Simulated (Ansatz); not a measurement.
**PbS (rocksalt): equation of state and elastic constants**

Aim: the bulk modulus of PbS (rocksalt) from energies at several volumes around the relaxed one, then the elastic tensor.

Computed with Ansatz 0.2.0 (DFT PBE, scalar-relativistic, plane waves, PAW, unless a step's input says otherwise).

2 further runs of the same task are left out: 1 that didn't finish, 1 set aside as unsound or not needed.

## 1. The system as given

Symmetry: Fm-3m, No. 225, cubic system. The conventional cell has a = 6.009 Å, b = 6.009 Å, c = 6.009 Å, α = 90.00°, β = 90.00°, γ = 90.00°. Around Pb (site symmetry m-3m) lie 6 S at 3.00 Å. S (site symmetry m-3m) is surrounded by 6 Pb at 3.00 Å.

As a file:

```
CELL_PARAMETERS angstrom
0.00000 3.00453 3.00453
3.00453 0.00000 3.00453
3.00453 3.00453 0.00000
ATOMIC_POSITIONS crystal
Pb 0.50000 0.50000 0.50000
S 0.00000 0.00000 0.00000
```

An earlier run at PBE left this cell at 27.123 Å³/atom and 0.00 GPa (10×10×10 mesh).

Volume factors to run: 0.980, 1.020, 0.960, 1.040, 1.070, 1.100, 0.945.

## 2. At 0.980 of the relaxed volume

input.yaml reads:

```yaml
crystal:
  lattice:
    - [0.0, 2.9843665134, 2.9843665134]
    - [2.9843665134, 0.0, 2.9843665134]
    - [2.9843665134, 2.9843665134, 0.0]
  atoms:
    - { symbol: Pb, position: [0.5, 0.5, 0.5] }
    - { symbol: S, position: [0.0, 0.0, 0.0] }
basis:
  ecutwfc: 420
  ecutrho_ratio: 4
kpoints:
  mp_grid: { grid: [10, 10, 10] }
hamiltonian:
  xc: pbe
scf:
  occupations: { method: gaussian, width: 0.05 }
output:
  forces: true
  stress: true
  eigenvalues: true
```

The run is started by

```sh
$ ansatz run input.yaml --threads 2 --pin off --max-ram 2662MiB --backend cpu --events-out ev --progress --plain --runs-dir out
```

After this run come: Volume × 1.020; Scaling the volume by 0.960; Volume × 1.040; Volume × 1.070; At 1.100 of the relaxed volume; Scaling the volume by 0.945; The elastic tensor from strained cells.

What does the calculation give? Wanted: V0; B0; B0′; scatter of the fit; C11, C12, C44; K, G, E; Poisson's ratio.

The runs gave:

| quantity | value |
| --- | --- |
| V0 | 27.121 Å³/atom |
| B0 | 53 GPa |
| B0′ | 4.4 |
| scatter of the fit | 0.002 meV/atom |
| C11, C12, C44 | 125, 17, 20 GPa |
| K, G, E (Hill) | 53, 30, 76 GPa |
| Poisson's ratio | 0.26 |

A third-order Birch–Murnaghan fit puts the minimum at 27.12 Å³/atom with a bulk modulus of 53 GPa. One per cent of compression takes about 0.53 GPa. The gap on the mesh opens from 0.29 to 0.76 eV as the cell expands over this range. All eigenvalues of the tensor are positive, so the cell is mechanically stable. K/G = 1.75 lies under Pugh's 1.75, an empirical mark of brittle behaviour drawn from metals, and the universal anisotropy index of 1.27 is large. The bulk moduli from the tensor and from the fit agree within 1 %. These are values at 0 K without zero-point motion. Spin–orbit coupling is left out, though the cell holds Pb; in elements this heavy it can shift levels and gaps by tenths of an eV.
